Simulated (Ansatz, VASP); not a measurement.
# Two plane-wave programs on Be

```
Be
1.0
     0.00000    1.57905    1.57905
     1.57905    0.00000    1.57905
     1.57905    1.57905    0.00000
Be
1
Direct
  0.00000 0.00000 0.00000
```

The cell was built by a generator and needn't be a form met in nature.

Alike in both runs: task band structure; functional PBEsol; k mesh 14 × 14 × 14; occupations fermi-dirac, width 0.05 eV; no spin polarisation.

```csv
,VASP,Ansatz
version,VASP 6.6.1,Ansatz 0.2.0
potentials or method,"VASP PAW PBE potentials, release 64 (Be)",Ansatz PAW
plane-wave cutoff (eV),520,420
valence electrons in the cell,2,2
```

VASP gave:

* gap on the k mesh at the Fermi level (eV): none
* pressure (GPa): -1.0

Task: What did Ansatz give for the same quantities?

Result: gap on the k mesh at the Fermi level (eV): none; pressure (GPa): -1.3.

A gap of «none» marks a metal or a gap that the smearing closes.

Caveats: the PAW data sets were made with another functional, which shifts forces and pressure a little (VASP); the PAW data sets come from PBE, with cores solved anew for the run's functional, which leaves a small shift of forces and pressure (Ansatz).
